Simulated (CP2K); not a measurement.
CuI (Marshite):

```
I Cu
1.0
     4.28719    0.00000    0.00000
     2.14359    3.71281    0.00000
     2.14359    1.23760    3.50047
I Cu
1 1
Cartesian
  0.0000 0.0000 0.0000
  6.4308 3.7128 2.6254
```

Base run:

```yaml
Program: CP2K 2026.2
Functional: PBE
Potentials_or_basis: GTH_POTENTIALS I GTH-PBE-q7, Cu GTH-PBE-q11; DZVP-MOLOPT-SR-GTH basis
Density_cutoff: 6123 eV
k_mesh: 6 × 6 × 6
Occupations: fermi-dirac, width 0.05 eV
Spin: no spin polarisation
Hubbard_terms: Cu d U = 2.0 eV
```

Its results: band gap on the k mesh 1.80 eV, direct.

**Question.** The run is repeated on the same cell with these changes: hubbard terms from Cu d U = 2.0 eV to Cu d U = 6.0 eV. What comes out?

**Answer.** Band gap on the k mesh 2.70 eV, direct.

Caveats: the U term came out negative, which shows unphysical Mulliken occupations; this program's U acts on Mulliken populations of all basis functions of the shell, so it isn't the U of plane-wave codes; energies scatter by some meV and the pressure isn't listed; spin-orbit coupling is left out, which moves the levels of the heavy elements; the basis of atomic orbitals isn't converged, which shifts pressures, moduli and gaps.

